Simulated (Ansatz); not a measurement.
# ZrS2 (P-3m1) in Ansatz: convergence with scf convergence dr2 threshold

Aim: find how far scf convergence dr2 threshold must go before the results for ZrS2 settle, at PBEsol+U. This setting moves, with any that are tied to it; all else stays.

All numbers are computed with Ansatz 0.2.0; they aren't measurements. Logs are shortened: lines on timing, memory, paths and dates and some standing lists are left out, and cuts for length are marked.

## 1. The structure

It takes space group P-3m1 (No. 164, trigonal). The conventional cell has a = 3.691 Å, b = 3.691 Å, c = 6.041 Å, α = 90.00°, β = 90.00°, γ = 120.00°. Around Zr (site symmetry -3m) lie 6 S at 2.57 Å. S (site symmetry 3m) is surrounded by 3 Zr at 2.57 Å.

The cell is a database's computed one.

## 2. With scf convergence dr2 threshold 0.01

Contents of input.yaml:

```yaml
crystal:
  lattice:
    - [3.6913825498, 0.0, 0.0]
    - [-1.8456912749, 3.1968310632, 0.0]
    - [0.0, 0.0, 6.04107701]
  atoms:
    - { symbol: Zr, position: [0.0, 0.0, 0.0] }
    - { symbol: S, position: [0.3333333333, 0.6666666667, 0.23790997] }
    - { symbol: S, position: [0.6666666667, 0.3333333333, 0.76209003] }
hamiltonian:
  xc: pbesol
  pseudopotentials: { kind: paw }
  hubbard: { sites: [{ species: Zr, l: d, u_eff: 6.2 }] }
kpoints:
  mp_grid: { grid: [7, 7, 4] }
scf:
  occupations: { method: cold, width: 0.1 }
  convergence: { dr2_threshold: 0.01 }
output:
  forces: true
  stress: true
  eigenvalues: true
```

Potentials or basis: Ansatz PAW.

On the command line:

```sh
ansatz run input.yaml --threads 2 --pin off --max-ram 5632MiB --backend cpu --events-out ev --progress --plain --runs-dir out
```

Run time: 3.5 s. Hardware: 2 threads of Intel Xeon at 2.50GHz (Skylake/Cascade Lake), shared host; peak memory 0.39 GiB.

What came out:

* Free energy: -5897.6432 eV
* Pressure: 3.3 GPa
* Largest force: 0.235 eV/Å
* Band gap on the k mesh: 2.10 eV, indirect (least direct gap 2.69 eV)

## 3. With scf convergence dr2 threshold 0.001

input.yaml, as its differences from that of step 2:

```diff
@@ -17,3 +17,3 @@
   occupations: { method: cold, width: 0.1 }
-  convergence: { dr2_threshold: 0.01 }
+  convergence: { dr2_threshold: 0.001 }
 output:
```

Potentials or basis: Ansatz PAW.

On the command line:

```sh
ansatz run input.yaml --threads 2 --pin off --max-ram 5632MiB --backend cpu --events-out ev --progress --plain --runs-dir out
```

Wall time 3.7 s (2 threads of Intel Xeon at 2.50GHz (Skylake/Cascade Lake), shared host); peak memory 0.39 GiB.

Results:

| Property | Result |
| --- | --- |
| Free energy | -5897.6437 eV |
| Pressure | 3.4 GPa |
| Largest force | 0.240 eV/Å |
| Band gap on the k mesh | 2.13 eV, indirect (least direct gap 2.72 eV) |

## 4. With scf convergence dr2 threshold 0.0001

input.yaml, as its differences from that of step 3:

```diff
@@ -17,3 +17,3 @@
   occupations: { method: cold, width: 0.1 }
-  convergence: { dr2_threshold: 0.001 }
+  convergence: { dr2_threshold: 0.0001 }
 output:
```

On the command line:

```sh
ansatz run input.yaml --threads 2 --pin off --max-ram 5632MiB --backend cpu --events-out ev --progress --plain --runs-dir out
```

It took 3.9 s on 2 threads of Intel Xeon at 2.50GHz (Skylake/Cascade Lake), shared host; peak memory 0.39 GiB.

What came out:

- Free energy: -5897.6438 eV
- Pressure: 3.4 GPa
- Largest force: 0.243 eV/Å
- Band gap on the k mesh: 2.12 eV, indirect (least direct gap 2.72 eV)

## 5. With scf convergence dr2 threshold 1e-05

input.yaml, as its differences from that of step 4:

```diff
@@ -17,3 +17,3 @@
   occupations: { method: cold, width: 0.1 }
-  convergence: { dr2_threshold: 0.0001 }
+  convergence: { dr2_threshold: 1.0e-05 }
 output:
```

On the command line:

```sh
ansatz run input.yaml --threads 2 --pin off --max-ram 5632MiB --backend cpu --events-out ev --progress --plain --runs-dir out
```

Run time: 3.8 s. Hardware: 2 threads of Intel Xeon at 2.50GHz (Skylake/Cascade Lake), shared host; peak memory 0.39 GiB.

Results:

```yaml
Free_energy: -5897.6438 eV
Pressure: 3.4 GPa
Largest_force: 0.243 eV/Å
Band_gap_on_the_k_mesh: 2.12 eV, indirect (least direct gap 2.72 eV)
```

## 6. With scf convergence dr2 threshold 1e-06

input.yaml, as its differences from that of step 5:

```diff
@@ -17,3 +17,3 @@
   occupations: { method: cold, width: 0.1 }
-  convergence: { dr2_threshold: 1.0e-05 }
+  convergence: { dr2_threshold: 1.0e-06 }
 output:
```

Potentials or basis: Ansatz PAW.

On the command line:

```sh
ansatz run input.yaml --threads 2 --pin off --max-ram 5632MiB --backend cpu --events-out ev --progress --plain --runs-dir out
```

Wall time 3.5 s (2 threads of Intel Xeon at 2.50GHz (Skylake/Cascade Lake), shared host); peak memory 0.39 GiB.

It converged, with:

* Free energy: -5897.6438 eV
* Pressure: 3.4 GPa
* Largest force: 0.243 eV/Å
* Band gap on the k mesh: 2.12 eV, indirect (least direct gap 2.72 eV)

## 7. With scf convergence dr2 threshold 1e-07

input.yaml, as its differences from that of step 6:

```diff
@@ -17,3 +17,3 @@
   occupations: { method: cold, width: 0.1 }
-  convergence: { dr2_threshold: 1.0e-06 }
+  convergence: { dr2_threshold: 1.0e-07 }
 output:
```

On the command line:

```sh
ansatz run input.yaml --threads 2 --pin off --max-ram 5632MiB --backend cpu --events-out ev --progress --plain --runs-dir out
```

Run time: 4.6 s. Hardware: 2 threads of Intel Xeon at 2.50GHz (Skylake/Cascade Lake), shared host; peak memory 0.39 GiB.

Results (log left out):

* Free energy: -5897.6438 eV
* Pressure: 3.4 GPa
* Largest force: 0.243 eV/Å
* Band gap on the k mesh: 2.12 eV, indirect (least direct gap 2.72 eV)

## 8. With scf convergence dr2 threshold 1e-09

input.yaml, as its differences from that of step 7:

```diff
@@ -17,3 +17,3 @@
   occupations: { method: cold, width: 0.1 }
-  convergence: { dr2_threshold: 1.0e-07 }
+  convergence: { dr2_threshold: 1.0e-09 }
 output:
```

On the command line:

```sh
ansatz run input.yaml --threads 2 --pin off --max-ram 5632MiB --backend cpu --events-out ev --progress --plain --runs-dir out
```

Wall time 4.7 s (2 threads of Intel Xeon at 2.50GHz (Skylake/Cascade Lake), shared host); peak memory 0.39 GiB.

Results (log left out):

* Free energy: -5897.6438 eV
* Pressure: 3.4 GPa
* Largest force: 0.243 eV/Å
* Band gap on the k mesh: 2.12 eV, indirect (least direct gap 2.72 eV)

## 9. With scf convergence dr2 threshold 1e-11

input.yaml, as its differences from that of step 8:

```diff
@@ -17,3 +17,3 @@
   occupations: { method: cold, width: 0.1 }
-  convergence: { dr2_threshold: 1.0e-09 }
+  convergence: { dr2_threshold: 1.0e-11 }
 output:
```

Potentials or basis: Ansatz PAW.

On the command line:

```sh
ansatz run input.yaml --threads 2 --pin off --max-ram 5632MiB --backend cpu --events-out ev --progress --plain --runs-dir out
```

The program printed:

```text
Warning: RAYON_NUM_THREADS=2 ignored (pool sized by the plan → 2); use --threads N
Zr: projections on atomic orbitals take those of the free atom [Ar 3d10] 4s2 4p6 4d2 5s2, of charge +0.00 (hamiltonian.pseudopotentials.projection_atoms); the dataset's partial waves leave at most 4.4e-6 of an orbital's norm unspanned inside its sphere
S: projections on atomic orbitals take those of the free atom [Ne] 3s2 3p4, of charge +0.00 (hamiltonian.pseudopotentials.projection_atoms); the dataset's partial waves leave at most 1.6e-7 of an orbital's norm unspanned inside its sphere
Engine: ansatz 0.2.0, x86_64-unknown-linux-gnu
Pseudopotentials: kind: paw
Pseudopotential: Zr, paw, valence charge 12, recommended cutoff 420 eV (normal), Zr.paw.azcp
Pseudopotential: S, paw, valence charge 6, recommended cutoff 420 eV (normal), S.paw.azcp
Functional definition: PBEsol
  exchange = pbesol_x
  correlation = pbesol_c
Crystal: 3 atoms, lattice volume = 71.289 Å³
Basis set: ecut = 420 eV, 1389 PW (Γ), exchange–correlation on 50×50×90 points (8 copies of the dense FFT grid, shifted against one another)
Bands: 16, of which v1, the nominal top of the filled ones, is band 12 counted from 1 (11 counted from 0)
Symmetry: 12 space group operations
Space group: P-3m1 (ITA 164), of the structure as read, at distance tolerance 4.1e-5 Å
k-points: 28 of 196
Non-local potential: Zr, projectors of the file, l = 0: 3, l = 1: 2, l = 2: 2, l = 3: 2
Non-local potential: S, projectors of the file, l = 0: 2, l = 1: 2, l = 2: 2
PAW form: soft (Blöchl's): semilocal exchange-correlation on the pseudo side does not see the compensation charge
PAW frozen core: Zr, regenerated for the run's functional, and the local potential with it (the file was generated under x = pbe(κ = 0.804, μ = 0.2195149727645171), c = pbe(β = 0.06672455060314922))
PAW frozen core: S, regenerated for the run's functional, and the local potential with it (the file was generated under x = pbe(κ = 0.804, μ = 0.2195149727645171), c = pbe(β = 0.06672455060314922))
PAW one-centre angular grid: Zr, 590 points (default); XC on 64 Gauss nodes
PAW one-centre angular grid: S, 110 points (default); XC on 64 Gauss nodes
Initial density: superposition of atomic densities (chi_scale 0.1, normalization cell, long waves of neutral atoms under a Hubbard term (reshape's long-wave potential 0.07 eV rms, cloud 2.80 Å wide))
Initial wavefunctions: pseudopotential atomic-orbital guess
Functional: x = pbesol(κ = 0.804, μ = 0.12345679012345678), c = pbesol(β = 0.046)
[... 18 lines left out ...]
Free energy (F): -5897.643803 eV
Harris-Foulkes:  -5897.643803 eV  (|F-HF|=9.09e-13)
Internal energy: -5897.643803 eV  (E = F + TS)
E sigma→0 (E₀):  -5897.643803 eV
Fermi energy:    7.781278 eV
Step filling:    the computed levels leave a gap of 2.1198 eV = 21.2 smearing widths at the electron count; against every level under it full and every level over it empty, smearing changes F+E_penalty+E_count by +4.40e-53 meV and its σ→0 estimate by -1.88e-49 meV
--- Per-component energies (eV) ---
  E_band       = -182.460576
  E_kinetic    = 546.576874
  E_local      = -1380.084307  (includes V_loc(G=0)·N_el)
  E_nonlocal   = 135.435937
  E_hartree    = 484.507751
  E_xc         = -353.903707
  E_vxc        = -366.440447  (∫ρ·V_xc dr)
  E_hubbard    = 5.018650  (on-site DFT+U / exact-exchange correction)
  E_vhub       = 2.943038  (the Hubbard potential's part of the band-sum identity)
  E_paw        = -4067.201365  (= ΣΔE_a)
  E_vpaw       = -89.907211  (= ΣTr[D̂ρ^β])
  E_aug_tail   = 0.000025  (compensation charges beyond the density's cutoff)
  E_ewald      = -1268.283280
  E_core_change = 0.289619  (= ΣΔE_core)
  E_smearing   = 0.000000  (= −TS)
  E_closure    = 0.000000  (closes the sum)
  Σ components = -5897.643803   (vs F -5897.643803, Δ=0.00e0)
--- Forces (eV/Å), atoms counted from 1 ---
  atom   1  Zr     0.00000000     0.00000000     0.00000000
  atom   2  S      0.00000000    -0.00000000     0.24286968
  atom   3  S      0.00000000     0.00000000    -0.24286968
  max |Σ_I F_I| component: 2.78e-17 eV/Å
--- Stress (GPa, compression-positive) ---
        4.307754       0.000000       0.000000
        0.000000       4.307754       0.000000
        0.000000       0.000000       1.509863
  P = ⅓ Tr σ = 3.3751 GPa (33.751 kbar)
--- Band table (eV; the first three rows and the last of 28) ---
  k-point 0: bands = ["-43.4957", "-21.5204", "-21.3787", "-21.3787", "-6.0220", "-4.5275", "2.7485", "3.8908", "3.8908", "6.5093", "6.5093", "6.5835", "9.4147", "9.4147", "9.9569", "11.6097"]
  k-point 1: bands = ["-43.4949", "-21.5205", "-21.3787", "-21.3787", "-5.9395", "-4.6579", "3.1131", "3.9031", "3.9031", "5.8668", "6.4621", "6.4621", "9.4072", "9.4072", "10.1436", "11.7389"]
  k-point 2: bands = ["-43.4938", "-21.5207", "-21.3787", "-21.3787", "-5.8367", "-4.8087", "3.6993", "3.9157", "3.9157", "5.0149", "6.4158", "6.4158", "9.3989", "9.3989", "10.2449", "11.8769"]
  k-point 27: bands = ["-43.4792", "-21.5588", "-21.4973", "-21.4680", "-4.6714", "-4.6019", "3.0284", "3.4471", "3.8536", "4.4713", "4.9519", "5.1685", "10.0399", "10.2094", "10.8227", "11.5220"]
Occupation matrices written to <dir>
```

occupation_matrices:

```text
# The occupation matrices of the corrected shells as a run of Ansatz 0.0.0 ended. An entry of
# hamiltonian.hubbard.sites starts from them by `starting_ns: <path of this file>`, where that key's refused
# combinations let it.
# Free energy -5897.643803 eV.
# projection_atom_Zr: [Ar 3d10] 4s2 4p6 4d2 5s2
# projection_atom_S: [Ne] 3s2 3p4
format: ansatz-occupation-matrices/1
state: converged
spin: unpolarized
projectors: all-electron-ortho-atomic
projection_frame: null
lattice: # Å
  - [3.6913825497922774, 0.0, 0.0]
  - [-1.8456912748961387, 3.196831063206688, 0.0]
  - [0.0, 0.0, 6.04107701]
atoms: # fractions of the lattice vectors
  - {symbol: Zr, position: [0.0, 0.0, 0.0]}
  - {symbol: S, position: [0.3333333333333333, 0.6666666666666666, 0.23790997]}
  - {symbol: S, position: [0.6666666666666666, 0.3333333333333333, 0.76209003]}
sites: # a site counts the atoms from 0
  - {site: 0, l: d, shell: 4, starting_ns: [{spin: up, occupation_matrix: site0_d}]} # 2.288 electrons, filled orbitals 0
occupation_matrices: # on the real harmonics m = 0, +1, -1, ... of the Cartesian axes; of spinors up first
  site0_d:
    matrix:
      - [0.12323214175349394, 1.205034921868866e-19, -1.6452893099939918e-17, -1.31193122035197e-17, -2.6057827328052336e-19]
      - [-2.405679747784733e-20, 0.28204186651239477, -1.6089288321697078e-19, 3.031631091774864e-20, 0.11843439468880472]
      - [-1.732025483792832e-17, -1.6332593552236835e-20, 0.28204186651239477, 0.11843439468880469, 1.578860039925181e-19]
      - [-1.2830191624190234e-17, -2.949443408279027e-19, 0.11843439468880469, 0.22845989729689506, -1.0405875661556849e-19]
      - [-2.6057827328052336e-19, 0.1184343946888047, 1.578860039925181e-19, -2.486190462803024e-19, 0.22845989729689503]
```

Wall time 4.7 s (2 threads of Intel Xeon at 2.50GHz (Skylake/Cascade Lake), shared host); peak memory 0.39 GiB.

What came out:

```yaml
Free_energy: -5897.6438 eV
Pressure: 3.4 GPa
Largest_force: 0.243 eV/Å
Band_gap_on_the_k_mesh: 2.12 eV, indirect (least direct gap 2.72 eV)
```

## 10. Result

| scf convergence dr2 threshold | energy less the tightest run, at zero smearing (meV/atom) | pressure (GPa) | largest force (eV/Å) | gap on the mesh (eV) | SCF cycles | CPU time (s) | peak memory (GiB) |
| --- | --- | --- | --- | --- | --- | --- | --- |
| 0.01 | 0.19 | 3.29 | 0.235 | 2.098 | 4 | 6.2 | 0.39 |
| 0.001 | 0.03 | 3.40 | 0.240 | 2.128 | 5 | 6.5 | 0.39 |
| 0.0001 | 0.00 | 3.37 | 0.243 | 2.120 | 7 | 6.9 | 0.39 |
| 1e-05 | 0.00 | 3.37 | 0.243 | 2.120 | 7 | 6.7 | 0.39 |
| 1e-06 | 0.00 | 3.38 | 0.243 | 2.120 | 8 | 6.4 | 0.39 |
| 1e-07 | 0.00 | 3.38 | 0.243 | 2.120 | 8 | 8.2 | 0.39 |
| 1e-09 | 0.00 | 3.38 | 0.243 | 2.120 | 10 | 8.6 | 0.39 |
| 1e-11 | 0.00 | 3.38 | 0.243 | 2.120 | 12 | 8.7 | 0.39 |

Against the tightest run, the energy stays within 1 meV/atom from 0.01 on; the pressure stays within 0.1 GPa from 0.01 on; the largest force stays within 0.005 eV/Å from 0.001 on; the gap on the mesh stays within 0.01 eV from 0.001 on. The tightest run that finished is the yardstick and may itself not be fully converged.

Caveats: odd divisions of the mesh miss points on the zone boundary, where band edges often lie, so the gap on the mesh can be too wide; this functional lacks dispersion, which binds the layers, so the pressure and a relaxed spacing across them are unreliable; the PAW data sets come from PBE, with cores solved anew for the run's functional, which leaves a small shift of forces and pressure.
